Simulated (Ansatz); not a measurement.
Consider a scan of the energy under strain of TaN, space group Fm-3m (the Python package of Ansatz (0.2.0)).

`tan_strain.py`:
```python
# -*- coding: utf-8 -*-
'''A rhombohedral strain scan of TaN.'''

import warnings

import ansatz as az
import numpy as np

XC = 'pbe'
FILLING = 'fermi_dirac'
CUTOFF_EV = 520
KMESH = (14, 14, 14)

VECTORS = np.array([
    [0.0, 2.179, 2.179],
    [2.179, 0.0, 2.179],
    [2.179, 2.179, 0.0],
])
SITES = [
    ('Ta', (0.5, 0.5, 0.5)),
    ('N', (0.0, 0.0, 0.0)),
]


def build(cell):
    crystal = az.Crystal(lattice=az.Lattice.of(cell))
    for symbol, position in SITES:
        crystal = crystal.atom(symbol, position)
    return crystal

warnings.simplefilter('ignore', az.DeckWarning)

# clamped ions: the fractional positions stay as typed
values = np.linspace(-0.03, 0.03, 5)
energies = []
for d in values:
    strain = d / 2 * (np.ones((3, 3)) - np.eye(3))
    cell = VECTORS @ (np.eye(3) + strain)
    setup = (
        build(cell).calculation()
        .functional(XC)
        .occupations(FILLING)
        .basis(CUTOFF_EV)
        .kpoints(*KMESH)
    )
    summary = setup.run(threads=1, pin='off').report
    energies.append(summary['free_energy_ev'] / len(SITES))
    print(f'd = {d:+.4f}  F = {energies[-1]:.5f} eV/atom')
energies = np.array(energies)

for value, e in zip(values, energies):
    print(f'strain {value:7.3f}   E - Emin = {1000 * (e - energies.min()):9.3f} meV/atom')
curvature = 2 * np.polyfit(values, energies, 3)[1]
volume = abs(np.linalg.det(VECTORS)) / len(SITES)
print(f'd2E/dd2 over the volume: {curvature / volume * 160.21766:.1f} GPa')
```

How much energy does this rhombohedral strain cost, and what curvature follows?

Against the unstrained cell the energy per atom changes by +6.44 meV at one end of the scan and +5.44 meV at the other, and its second derivative over the volume is 204.4 GPa.

What the script printed:

```console
$ python tan_strain.py
d = -0.0300  F = -5158.94215 eV/atom
d = -0.0150  F = -5158.94705 eV/atom
d = +0.0000  F = -5158.94859 eV/atom
d = +0.0150  F = -5158.94718 eV/atom
d = +0.0300  F = -5158.94315 eV/atom
strain  -0.030   E - Emin =     6.436 meV/atom
strain  -0.015   E - Emin =     1.541 meV/atom
strain   0.000   E - Emin =     0.000 meV/atom
strain   0.015   E - Emin =     1.411 meV/atom
strain   0.030   E - Emin =     5.436 meV/atom
d2E/dd2 over the volume: 204.4 GPa
```

Caveats:
- Absolute energies stand on the zero of these potentials, so only differences at equal settings mean something.
- Spin is left out of this run.
- The curvature belongs to this strain pattern and to the cell's stress; it equals a single elastic constant only for simple patterns.
- In a metal a curvature from energy changes of a few meV or less hangs on mesh and smearing, in size and even in sign.
- Spin-orbit coupling, which matters for elements this heavy, is left out.
- The starting cell is as deposited in a crystallographic database; the results hold for this polymorph, which needn't be the stable one.
- The ions keep their fractional positions (clamped ions).
- Hardware and time: 27 s on 1 thread of Arm Neoverse V1, on a shared host, peak memory 0.45 GiB.
